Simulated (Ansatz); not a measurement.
HF on a (111) slab of Cu (Fm-3m (No. 225)), 3 planes, outer planes Cu (top) and Cu (bottom), 1 a cell of 22.0 Å², relaxed and still whole (its atoms last):

```
CELL_PARAMETERS angstrom
5.03937 0.00000 0.00000
-2.51968 4.36422 0.00000
0.00000 0.00000 22.21563
ATOMIC_POSITIONS crystal
Cu 0.33333 0.16667 0.36011
Cu 0.33333 0.66667 0.36011
Cu 0.83333 0.16667 0.36011
Cu 0.83333 0.66667 0.36011
Cu 0.66639 0.33350 0.45335
Cu 0.66608 0.83406 0.45314
Cu 0.16639 0.33407 0.45318
Cu 0.16686 0.83387 0.45332
Cu 0.99949 0.50095 0.54654
Cu 0.99948 0.00089 0.54586
Cu 0.49977 0.50131 0.54602
Cu 0.49930 0.00123 0.54682
F 0.54658 0.96562 0.67133
H 0.66479 0.88510 0.65540
```

These are results of DFT PBE+D3(BJ), scalar-relativistic, plane waves, PAW (Ansatz), not measurements. Settings: cutoff 420 eV, Γ-centred mesh 4×4×1 on the computed 14-atom cell, Gaussian smearing of 0.10 eV; no spin polarisation. The cell repeats along c with a dipole correction in the vacuum.

It binds with 0.19 eV a molecule against the clean slab and the free molecule (no zero-point or thermal terms); its shortest contact is H–Cu 2.71 Å. Take first-order desorption with no barrier to adsorption, no reaction on the face and an assumed prefactor of 10^13 s⁻¹.

Problem. How long does a molecule stay at 473 K?

Solution. τ = ν⁻¹·exp(E/k_BT) with k_BT = 0.0408 eV: E/k_BT = 4.7, so τ ≈ 1×10^-11 s. At about one hit a site a second (10⁻⁶ mbar) the coverage is near τ × 1 s⁻¹, so a layer needs more than atmospheric pressure.

Problem. Where does its peak lie in a desorption experiment heated at 1 K/s?

Solution. The peak obeys E/(k_B·T_p²) = (ν/β)·exp(−E/k_BT_p). Solving gives T_p ≈ 72 K (E/k_BT_p = 30.8). An error of 0.1 eV in E moves it by about 38 K, and larger molecules have larger prefactors, which lowers it.

Problem. Is this physisorption or chemisorption?

Solution. The tightest contact, F–Cu 2.79 Å, is 1.48 times the sum of covalent radii, and deformation and lateral interaction add up to -0.02 eV; under 0.01 e cross the plane between them. This is physisorption.